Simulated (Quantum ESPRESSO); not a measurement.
# MnS (F-43m) in Quantum ESPRESSO: settings compared

One crystal, MnS, is run at these levels: PBEsol, LDA; tasks: band structure, single point, equation of state.

Program: Quantum ESPRESSO 7.5. These are calculated values, not measurements. Logs are shortened: lines on timing, memory, paths and dates and some standing lists are left out, and cuts for length are marked.

## 1. The crystal as given

Symmetry: F-43m, No. 216, cubic system. The conventional cell has a = 4.947 Å, b = 4.947 Å, c = 4.947 Å, α = 90.00°, β = 90.00°, γ = 90.00°. Mn (site symmetry -43m) has 4 S at 2.14 Å as nearest neighbours. S (site symmetry -43m) has 4 Mn at 2.14 Å as nearest neighbours.

The cell is a database's computed one.

## 2. Band structure, PBEsol, collinear spin, ferromagnetic start

Contents of pw.in:

```
&CONTROL
  calculation = 'scf'
  prefix = 'pwscf'
  outdir = './tmp'
  pseudo_dir = './pseudo'
  tprnfor = .true.
  tstress = .true.
  disk_io = 'low'
/
&SYSTEM
  ibrav = 0
  nat = 2
  ntyp = 2
  ecutwfc = 45
  ecutrho = 360
  nbnd = 20
  occupations = 'smearing'
  smearing = 'fd'
  degauss = 0.00367493
  nspin = 2
  starting_magnetization(1) = 0.2667
  starting_magnetization(2) = 0
/
&ELECTRONS
  conv_thr = 4d-10
  electron_maxstep = 120
  mixing_beta = 0.3
/
ATOMIC_SPECIES
Mn    54.9380 mn_pbesol_v1.5.uspp.F.UPF
S     32.0600 s_pbesol_v1.4.uspp.F.UPF
CELL_PARAMETERS angstrom
   0.0000000000    2.4734634191    2.4734634191
   2.4734634191    0.0000000000    2.4734634191
   2.4734634191    2.4734634191    0.0000000000
ATOMIC_POSITIONS crystal
Mn     0.0000000000    0.0000000000    0.0000000000
S      0.7500000000    0.7500000000    0.7500000000
K_POINTS automatic
9 9 9 0 0 0
```

Contents of bands.in:

```
&CONTROL
  calculation = 'bands'
  prefix = 'pwscf'
  outdir = './tmp'
  pseudo_dir = './pseudo'
  disk_io = 'low'
  verbosity = 'high'
/
&SYSTEM
  ibrav = 0
  nat = 2
  ntyp = 2
  ecutwfc = 45
  ecutrho = 360
  nbnd = 20
  occupations = 'smearing'
  smearing = 'fd'
  degauss = 0.00367493
  nspin = 2
  starting_magnetization(1) = 0.2667
  starting_magnetization(2) = 0
/
&ELECTRONS
  conv_thr = 1d-08
  electron_maxstep = 120
  mixing_beta = 0.3
  diago_full_acc = .true.
  startingwfc = 'random'
/
ATOMIC_SPECIES
Mn    54.9380 mn_pbesol_v1.5.uspp.F.UPF
S     32.0600 s_pbesol_v1.4.uspp.F.UPF
CELL_PARAMETERS angstrom
   0.0000000000    2.4734634191    2.4734634191
   2.4734634191    0.0000000000    2.4734634191
   2.4734634191    2.4734634191    0.0000000000
ATOMIC_POSITIONS crystal
Mn     0.0000000000    0.0000000000    0.0000000000
S      0.7500000000    0.7500000000    0.7500000000
K_POINTS crystal
60
 0.0000000000  0.0000000000  0.0000000000 1
 0.0625000000  0.0000000000  0.0625000000 1
 0.1250000000  0.0000000000  0.1250000000 1
 0.1875000000  0.0000000000  0.1875000000 1
 0.2500000000  0.0000000000  0.2500000000 1
 0.3125000000  0.0000000000  0.3125000000 1
 0.3750000000  0.0000000000  0.3750000000 1
 0.4375000000  0.0000000000  0.4375000000 1
 0.5000000000  0.0000000000  0.5000000000 1
 0.5000000000  0.0625000000  0.5625000000 1
 0.5000000000  0.1250000000  0.6250000000 1
 0.5000000000  0.1875000000  0.6875000000 1
 0.5000000000  0.2500000000  0.7500000000 1
 0.4375000000  0.3125000000  0.7500000000 1
 0.3750000000  0.3750000000  0.7500000000 1
 0.3375000000  0.3375000000  0.6750000000 1
 0.3000000000  0.3000000000  0.6000000000 1
 0.2625000000  0.2625000000  0.5250000000 1
 0.2250000000  0.2250000000  0.4500000000 1
 0.1875000000  0.1875000000  0.3750000000 1
 0.1500000000  0.1500000000  0.3000000000 1
 0.1125000000  0.1125000000  0.2250000000 1
 0.0750000000  0.0750000000  0.1500000000 1
 0.0375000000  0.0375000000  0.0750000000 1
 0.0000000000  0.0000000000  0.0000000000 1
 0.0625000000  0.0625000000  0.0625000000 1
 0.1250000000  0.1250000000  0.1250000000 1
 0.1875000000  0.1875000000  0.1875000000 1
 0.2500000000  0.2500000000  0.2500000000 1
 0.3125000000  0.3125000000  0.3125000000 1
 0.3750000000  0.3750000000  0.3750000000 1
 0.4375000000  0.4375000000  0.4375000000 1
 0.5000000000  0.5000000000  0.5000000000 1
 0.5250000000  0.4500000000  0.5250000000 1
 0.5500000000  0.4000000000  0.5500000000 1
 0.5750000000  0.3500000000  0.5750000000 1
 0.6000000000  0.3000000000  0.6000000000 1
 0.6250000000  0.2500000000  0.6250000000 1
 0.5833333333  0.2500000000  0.6666666667 1
 0.5416666667  0.2500000000  0.7083333333 1
 0.5000000000  0.2500000000  0.7500000000 1
 0.5000000000  0.2857142857  0.7142857143 1
 0.5000000000  0.3214285714  0.6785714286 1
 0.5000000000  0.3571428571  0.6428571429 1
 0.5000000000  0.3928571429  0.6071428571 1
 0.5000000000  0.4285714286  0.5714285714 1
 0.5000000000  0.4642857143  0.5357142857 1
 0.5000000000  0.5000000000  0.5000000000 1
 0.4821428571  0.4821428571  0.5357142857 1
 0.4642857143  0.4642857143  0.5714285714 1
 0.4464285714  0.4464285714  0.6071428571 1
 0.4285714286  0.4285714286  0.6428571429 1
 0.4107142857  0.4107142857  0.6785714286 1
 0.3928571429  0.3928571429  0.7142857143 1
 0.3750000000  0.3750000000  0.7500000000 1
 0.6250000000  0.2500000000  0.6250000000 1
 0.5937500000  0.1875000000  0.5937500000 1
 0.5625000000  0.1250000000  0.5625000000 1
 0.5312500000  0.0625000000  0.5312500000 1
 0.5000000000  0.0000000000  0.5000000000 1
```

Potentials or basis: GBRV 1.5 PBEsol.

Started as:

```bash
$ OMP_NUM_THREADS=1 mpirun -n 2 pw.x -nk 2 -in pw.in > pw.out
$ OMP_NUM_THREADS=1 mpirun -n 2 pw.x -nk 2 -in bands.in > bands.out
```

pw.out:

```text
This program is part of the open-source Quantum ESPRESSO suite
     for quantum simulation of materials; please cite
[... 6 lines left out ...]
     using ibrav=0 with symmetry is DISCOURAGED, use correct ibrav instead

     K-points division:     npool     =       2
     Subspace diagonalization in iterative solution of the eigenvalue problem:
     a serial algorithm will be used

     G-vector sticks info
     --------------------
     sticks:   dense  smooth     PW     G-vecs:    dense   smooth      PW
     Sum        1069     547    163                23505     8363    1459

     Using Slab Decomposition

     bravais-lattice index     =            0
     lattice parameter (alat)  =       6.6103  a.u.
     unit-cell volume          =     204.2411 (a.u.)^3
     number of atoms/cell      =            2
     number of atomic types    =            2
     number of electrons       =        21.00
     number of Kohn-Sham states=           20
     kinetic-energy cutoff     =      45.0000  Ry
     charge density cutoff     =     360.0000  Ry
     scf convergence threshold =      4.0E-10
     mixing beta               =       0.3000
     number of iterations used =            8  plain     mixing
     Exchange-correlation= SLA  PW   PSX  PSC
                           (   1   4  10   8   0   0   0)

     celldm(1)=   6.610272  celldm(2)=   0.000000  celldm(3)=   0.000000
     celldm(4)=   0.000000  celldm(5)=   0.000000  celldm(6)=   0.000000

     crystal axes: (cart. coord. in units of alat)
               a(1) = (   0.000000   0.707107   0.707107 )
               a(2) = (   0.707107   0.000000   0.707107 )
               a(3) = (   0.707107   0.707107   0.000000 )

     reciprocal axes: (cart. coord. in units 2 pi/alat)
               b(1) = ( -0.707107  0.707107  0.707107 )
               b(2) = (  0.707107 -0.707107  0.707107 )
               b(3) = (  0.707107  0.707107 -0.707107 )

     PseudoPot. # 1 for Mn read from file:
     mn_pbesol_v1.5.uspp.F.UPF
     Pseudo is Ultrasoft + core correction, Zval = 15.0
     Generated by new atomic code, or converted to UPF format
     Using radial grid of  859 points,  6 beta functions with:
                l(1) =   0
                l(2) =   0
                l(3) =   1
                l(4) =   1
                l(5) =   2
                l(6) =   2
     Q(r) pseudized with  8 coefficients,  rinner =    0.950   0.950   0.950
                                                       0.950   0.950

     PseudoPot. # 2 for S  read from file:
     s_pbesol_v1.4.uspp.F.UPF
     Pseudo is Ultrasoft + core correction, Zval =  6.0
     Generated by new atomic code, or converted to UPF format
     Using radial grid of  907 points,  6 beta functions with:
                l(1) =   0
                l(2) =   0
                l(3) =   1
                l(4) =   1
                l(5) =   2
                l(6) =   2
     Q(r) pseudized with  8 coefficients,  rinner =    1.300   1.300   1.300
                                                       1.300   1.300

     atomic species   valence    mass     pseudopotential
     Mn               15.00    54.93800     Mn( 1.00)
     S                 6.00    32.06000     S ( 1.00)

     Starting magnetic structure
     atomic species   magnetization
     Mn              0.267
     S               0.000

     24 Sym. Ops. (no inversion) found

   Cartesian axes

     site n.     atom                  positions (alat units)
         1        Mn     tau(   1) = (   0.0000000   0.0000000   0.0000000  )
         2        S      tau(   2) = (   1.0606602   1.0606602   1.0606602  )

     number of k points=    35  Fermi-Dirac smearing, width (Ry)=  0.0037
                       cart. coord. in units 2pi/alat
        k(    1) = (   0.0000000   0.0000000   0.0000000), wk =   0.0013717
        k(    2) = (   0.0785674   0.0785674  -0.0785674), wk =   0.0109739
        k(    3) = (   0.1571348   0.1571348  -0.1571348), wk =   0.0109739
        k(    4) = (   0.2357023   0.2357023  -0.2357023), wk =   0.0109739
        k(    5) = (   0.3142697   0.3142697  -0.3142697), wk =   0.0109739
        k(    6) = (   0.1571348   0.0000000  -0.0000000), wk =   0.0082305
[... 27 lines left out ...]
        k(   34) = (  -0.0000000  -0.4714045   0.6285394), wk =   0.0329218
        k(   35) = (  -0.0785674  -0.3928371   0.7071068), wk =   0.0329218

     Dense  grid:    23505 G-vectors     FFT dimensions: (  40,  40,  40)

     Smooth grid:     8363 G-vectors     FFT dimensions: (  30,  30,  30)

     Check: negative core charge=   -0.000012
     Generating pointlists ...
     new r_m :   0.2526 (alat units)  1.6698 (a.u.) for type    1
     new r_m :   0.2526 (alat units)  1.6698 (a.u.) for type    2

     Initial potential from superposition of free atoms

     starting charge      20.4999, renormalised to      21.0000
     Starting wfcs are   17 randomized atomic wfcs +    3 random wfcs

     Self-consistent Calculation

     iteration #  1     ecut=    45.00 Ry     beta= 0.30
     Davidson diagonalization with overlap
     ethr =  1.00E-02,  avg # of iterations =  6.2

     total energy              =    -234.83101846 Ry
     estimated scf accuracy    <       1.03782937 Ry

     total magnetization       =     3.00 Bohr mag/cell
     absolute magnetization    =     3.02 Bohr mag/cell
[... 88 lines left out ...]
     total magnetization       =     1.73 Bohr mag/cell
     absolute magnetization    =     1.88 Bohr mag/cell

     iteration # 11     ecut=    45.00 Ry     beta= 0.30
     Davidson diagonalization with overlap
     ethr =  5.10E-06,  avg # of iterations =  1.4

     negative rho (up, down):  4.635E-04 0.000E+00

     total energy              =    -234.48205946 Ry
     estimated scf accuracy    <       0.00165372 Ry

     total magnetization       =     1.45 Bohr mag/cell
     absolute magnetization    =     1.59 Bohr mag/cell

     iteration # 12     ecut=    45.00 Ry     beta= 0.30
     Davidson diagonalization with overlap
     ethr =  5.10E-06,  avg # of iterations =  6.3
[... 284 lines left out ...]
     total magnetization       =     0.23 Bohr mag/cell
     absolute magnetization    =     0.25 Bohr mag/cell

     iteration # 41     ecut=    45.00 Ry     beta= 0.30
     Davidson diagonalization with overlap
     ethr =  5.37E-12,  avg # of iterations =  2.0

     Magnetic moment per site  (integrated on atomic sphere of radius R)
     atom   1 (R=0.253)  charge= 12.6394  magn=  0.2034
     atom   2 (R=0.253)  charge=  3.4398  magn= -0.0042

     End of self-consistent calculation

 ------ SPIN UP ------------

          k = 0.0000 0.0000 0.0000 (  1037 PWs)   bands (ev):

   -67.1733 -36.1096 -36.1096 -36.1096  -3.7261   6.8245   6.8245   6.8245
    10.6819  10.6819  15.2166  15.2166  15.2166  15.2196  19.3093  19.3093
    19.3093  24.7227  24.7227  27.0739

          k = 0.0786 0.0786-0.0786 (  1022 PWs)   bands (ev):

   -67.1731 -36.1126 -36.1100 -36.1100  -3.5964   6.5752   6.8685   6.8685
    10.6484  10.6484  14.3437  15.0409  15.0409  15.9439  19.2802  19.5766
    19.5766  24.1382  24.1382  26.3797
[... 169 lines left out ...]
          k =-0.0786-0.3928 0.5500 (  1048 PWs)   bands (ev):

   -67.1711 -36.1313 -36.1238 -36.1171  -2.1038   5.5966   6.2371   7.3358
     9.9958  10.6635  11.2963  12.2535  12.9551  18.1558  19.8804  21.2780
    22.1207  24.9882  26.1135  28.3258

          k = 0.0000-0.3143 0.4714 (  1042 PWs)   bands (ev):

   -67.1713 -36.1303 -36.1224 -36.1156  -2.2713   5.5614   6.3598   7.2907
    10.3149  10.5870  11.5030  12.2354  13.3957  18.5328  19.4410  20.4111
    22.2780  24.1329  26.1429  28.8360

          k =-0.0786-0.5500 0.7071 (  1045 PWs)   bands (ev):

   -67.1710 -36.1337 -36.1209 -36.1192  -2.0446   5.0680   7.0814   7.4198
     9.7534  10.8252  11.3584  11.9021  12.4824  17.4411  18.8296  22.5515
    23.7865  25.7691  27.1795  28.1917
[... 7 lines left out ...]
          k =-0.0786-0.3928 0.7071 (  1049 PWs)   bands (ev):

   -67.1710 -36.1309 -36.1244 -36.1190  -2.0220   5.6137   6.3013   7.3612
     9.7521  10.5349  11.3464  12.0101  12.8475  18.4932  20.1331  20.7557
    21.9727  26.1151  27.2435  28.6773

 ------ SPIN DOWN ----------

          k = 0.0000 0.0000 0.0000 (  1037 PWs)   bands (ev):

   -66.9328 -35.8752 -35.8752 -35.8752  -3.7171   6.8859   6.8859   6.8859
    10.9253  10.9253  15.2460  15.3191  15.3191  15.3191  19.3624  19.3624
    19.3624  24.7835  24.7835  27.0814

          k = 0.0786 0.0786-0.0786 (  1022 PWs)   bands (ev):

   -66.9326 -35.8783 -35.8756 -35.8756  -3.5877   6.6308   6.9296   6.9296
    10.8881  10.8881  14.4497  15.1493  15.1493  15.9762  19.3259  19.6278
    19.6278  24.1984  24.1984  26.4054
[... 169 lines left out ...]
          k =-0.0786-0.3928 0.5500 (  1048 PWs)   bands (ev):

   -66.9306 -35.8973 -35.8896 -35.8828  -2.0989   5.6294   6.2756   7.3806
    10.1280  10.8490  11.5047  12.4321  13.1371  18.2192  19.9280  21.3163
    22.1589  25.0357  26.1449  28.3530

          k = 0.0000-0.3143 0.4714 (  1042 PWs)   bands (ev):

   -66.9308 -35.8963 -35.8882 -35.8813  -2.2659   5.5940   6.4022   7.3419
    10.4750  10.7629  11.7132  12.3944  13.5668  18.5907  19.4844  20.4581
    22.3127  24.1829  26.1646  28.8805

          k =-0.0786-0.5500 0.7071 (  1045 PWs)   bands (ev):

   -66.9306 -35.8997 -35.8866 -35.8849  -2.0399   5.1088   7.1164   7.4507
     9.8706  11.0014  11.6058  12.0510  12.6691  17.5216  18.9088  22.5814
    23.8101  25.8003  27.2014  28.2272
[... 7 lines left out ...]
          k =-0.0786-0.3928 0.7071 (  1049 PWs)   bands (ev):

   -66.9305 -35.8968 -35.8902 -35.8847  -2.0174   5.6530   6.3371   7.3897
     9.8726  10.7067  11.5889  12.1745  13.0522  18.5516  20.1777  20.8097
    22.0085  26.1496  27.2779  28.7087

     the Fermi energy is    11.5528 ev

!    total energy              =    -235.14146050 Ry
     estimated scf accuracy    <          3.6E-10 Ry
     smearing contrib. (-TS)   =      -0.00149224 Ry
     internal energy E=F+TS    =    -235.13996827 Ry

     The total energy is F=E-TS. E is the sum of the following terms:
     one-electron contribution =    -131.59364810 Ry
     hartree contribution      =      74.66699865 Ry
     xc contribution           =     -34.76561333 Ry
     ewald contribution        =    -143.44770549 Ry

     total magnetization       =     0.23 Bohr mag/cell
     absolute magnetization    =     0.25 Bohr mag/cell

     convergence has been achieved in  41 iterations

     Forces acting on atoms (cartesian axes, Ry/au):

     atom    1 type  1   force =     0.00000000    0.00000000    0.00000000
     atom    2 type  2   force =    -0.00000000    0.00000000   -0.00000000

     Total force =     0.000000     Total SCF correction =     0.000000

     Computing stress (Cartesian axis) and pressure

          total   stress  (Ry/bohr**3)                   (kbar)     P=      -31.72
  -0.00021561  -0.00000000  -0.00000000          -31.72       -0.00       -0.00
  -0.00000000  -0.00021561  -0.00000000           -0.00      -31.72       -0.00
  -0.00000000  -0.00000000  -0.00021561           -0.00       -0.00      -31.72

=------------------------------------------------------------------------------=
   JOB DONE.
=------------------------------------------------------------------------------=
```

Wall time 2.4 min (2 MPI ranks of Intel Xeon at 2.50GHz (Skylake/Cascade Lake), shared host); peak memory 0.22 GiB.

What came out:

```yaml
Free_energy: -3199.2626 eV
Pressure: -3.2 GPa
Band_gap_on_the_k_mesh: none (metal or under the smearing width)
Net_moment: 0.23 μB per cell
Absolute_moment: 0.25 μB per cell
Site_moments: Mn +0.20; S -0.00 μB
Valence_electrons_inside_the_program's_atomic_spheres: Mn 12.64; S 3.44
```

Levels at the corners of the path, in eV from the Fermi level:
Spin up:
| point | band 9 | band 10 | band 11 | band 12 | band 13 | band 14 |
| --- | --- | --- | --- | --- | --- | --- |
| Γ | -0.87 | -0.87 | 3.66 | 3.66 | 3.66 | 3.67 |
| X | -1.82 | -0.28 | -0.21 | 0.17 | 0.17 | 5.44 |
| W | -1.90 | -1.04 | -0.21 | 0.41 | 1.26 | 7.01 |
| K | -1.79 | -0.66 | -0.41 | 0.69 | 0.98 | 5.95 |
| Γ | -0.87 | -0.87 | 3.66 | 3.66 | 3.66 | 3.67 |
| L | -0.61 | -0.61 | -0.41 | 1.88 | 1.88 | 5.37 |
| U | -1.79 | -0.66 | -0.41 | 0.69 | 0.98 | 5.95 |
| W | -1.90 | -1.04 | -0.21 | 0.41 | 1.26 | 7.01 |
| L | -0.61 | -0.61 | -0.41 | 1.88 | 1.88 | 5.37 |
| K | -1.79 | -0.66 | -0.41 | 0.69 | 0.98 | 5.95 |
| U | -1.79 | -0.66 | -0.41 | 0.69 | 0.98 | 5.95 |
| X | -1.82 | -0.28 | -0.21 | 0.17 | 0.17 | 5.44 |
Spin down:
| point | band 7 | band 8 | band 9 | band 10 | band 11 | band 12 | band 13 | band 14 |
| --- | --- | --- | --- | --- | --- | --- | --- | --- |
| Γ | -4.67 | -4.67 | -0.63 | -0.63 | 3.69 | 3.77 | 3.77 | 3.77 |
| X | -4.02 | -4.02 | -1.71 | -0.08 | 0.06 | 0.31 | 0.31 | 5.54 |
| W | -5.29 | -4.17 | -1.78 | -0.87 | 0.04 | 0.57 | 1.47 | 7.06 |
| K | -4.99 | -4.10 | -1.66 | -0.45 | -0.24 | 0.89 | 1.15 | 6.03 |
| Γ | -4.67 | -4.67 | -0.63 | -0.63 | 3.69 | 3.77 | 3.77 | 3.77 |
| L | -4.37 | -4.37 | -0.38 | -0.38 | -0.27 | 1.99 | 1.99 | 5.40 |
| U | -4.99 | -4.10 | -1.66 | -0.45 | -0.24 | 0.89 | 1.15 | 6.03 |
| W | -5.29 | -4.17 | -1.78 | -0.87 | 0.04 | 0.57 | 1.47 | 7.06 |
| L | -4.37 | -4.37 | -0.38 | -0.38 | -0.27 | 1.99 | 1.99 | 5.40 |
| K | -4.99 | -4.10 | -1.66 | -0.45 | -0.24 | 0.89 | 1.15 | 6.03 |
| U | -4.99 | -4.10 | -1.66 | -0.45 | -0.24 | 0.89 | 1.15 | 6.03 |
| X | -4.02 | -4.02 | -1.71 | -0.08 | 0.06 | 0.31 | 0.31 | 5.54 |

Caveat: the moment fell far below its start of 4 μB, so a state of higher moment may lie lower in energy; semilocal functionals often make such compounds metallic where correlation or magnetic order opens a gap, which also shifts bond lengths. With open d or f shells a metallic result of PBEsol can be an artefact of self-interaction; +U or a hybrid may open a gap.

## 3. Single point, LDA, collinear spin, ferromagnetic start, 14.22 Å³/atom

pw.in: that of step 2 with these lines changed.

```diff
@@ -7,3 +7,3 @@
   tstress = .true.
-  disk_io = 'low'
+  disk_io = 'nowf'
 /
@@ -29,8 +29,8 @@
 ATOMIC_SPECIES
-Mn    54.9380 mn_pbesol_v1.5.uspp.F.UPF
-S     32.0600 s_pbesol_v1.4.uspp.F.UPF
+Mn    54.9380 mn_lda_v1.5.uspp.F.UPF
+S     32.0600 s_lda_v1.4.uspp.F.UPF
 CELL_PARAMETERS angstrom
-   0.0000000000    2.4734634191    2.4734634191
-   2.4734634191    0.0000000000    2.4734634191
-   2.4734634191    2.4734634191    0.0000000000
+   0.0000000000    2.4229704058    2.4229704058
+   2.4229704058    0.0000000000    2.4229704058
+   2.4229704058    2.4229704058    0.0000000000
 ATOMIC_POSITIONS crystal
```

Potentials or basis: GBRV 1.5 LDA.

Started as:

```bash
$ OMP_NUM_THREADS=1 mpirun -n 2 pw.x -nk 2 -in pw.in > pw.out
```

Run time: 57 s. Hardware: 2 MPI ranks of Intel Xeon at 2.50GHz (Skylake/Cascade Lake), shared host; peak memory 0.22 GiB.

The run converged. Its results:

```
Free energy                                           : -3202.0179 eV
Pressure                                              : 2.5 GPa
Band gap on the k mesh                                : none (metal or under the smearing width)
Net moment                                            : 0.00 μB per cell
Absolute moment                                       : 0.00 μB per cell
Valence electrons inside the program's atomic spheres : Mn 12.58; S 3.34
```

Caveat: the starting moments collapsed, and a magnetic state may lie lower; semilocal functionals often make such compounds metallic where correlation or magnetic order opens a gap, which also shifts bond lengths.

[end of part 1 of 2]
